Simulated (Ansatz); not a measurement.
**Ge: single point with PBEsol+D4**

**The experiment to reproduce.**

From “Electronic and optical properties of SixGe1-x-ySny alloys lattice-matched to Ge”, 2021, arxiv:2109.02782, for a bulk crystal of Ge at 300 K: band gap 0.807 eV (direct).

Crystal: Ge.

```
Ge
1.0
     0.00000    2.82891    2.82891
     2.82891    0.00000    2.82891
     2.82891    2.82891    0.00000
Ge
2
Cartesian
  4.2434 4.2434 4.2434
  2.8289 2.8289 2.8289
```

- Program: Ansatz 0.2.0
- Task: single point
- Functional: PBEsol
- Dispersion: D4
- Potentials or basis: Ansatz PAW
- Cutoff: 420 eV (not typed: the program's choice for these potentials)
- k mesh: 8 × 8 × 8
- Occupations: fermi-dirac, width 0.01 eV
- Spin: non-collinear spin, antiferromagnetic start
- Starting moments: [[0.0, 0.0, 0.5], [-0.0, -0.0, -0.5]] μB

| Property | Result |
| --- | --- |
| Pressure | -0.6 GPa |
| Band gap on the k mesh | none (metal or under the smearing width) |
| Net moment | 0.00 μB per cell |
| Absolute moment | 0.00 μB per cell |

Levels at points of the mesh, in eV from the Fermi level:
```
             k point  band 26  band 27  band 28  band 29  band 30  band 31
  (0.00, 0.00, 0.00)    -0.01    -0.01    -0.01    -0.01    -0.01     2.52
 (0.00, 0.00, -0.50)    -1.42    -1.42    -1.42     0.11     0.11     3.69
(0.00, -0.50, -0.50)    -3.10    -3.10    -3.10     0.65     0.65     0.65
```

Moments on the atoms (μB; x, y, z):
```
Ge  0.00 0.00 0.00
Ge  0.00 0.00 0.00
```

Wall time 13 s on 1 thread of Arm Neoverse V1 (shared host), peak memory 0.36 GiB.

Against the measured gap of Ge, 0.807 eV (direct; 300 K; “Electronic and optical properties of SixGe1-x-ySny alloys lattice-matched to Ge”, 2021, arxiv:2109.02782), the calculated 0.00 eV is off by -0.81 eV. 3 values of this kind are on record (0.666 to 0.807 eV); this one was drawn at random among those near their median. Spin-orbit coupling on Ge is left out. The value is that of PBEsol+D4 on a finite k mesh, which can miss the band edges, without temperature or zero-point motion. Semilocal functionals fall short of measured gaps as a rule.

Caveat: pairwise dispersion overbinds metals, which lowers pressure and volume; the PAW data sets come from PBE, with cores solved anew for the run's functional, which leaves a small shift of forces and pressure; this crystal is a semiconductor, whose small gap the functional closes, so the metal is an error of the method; the starting moments weren't kept.
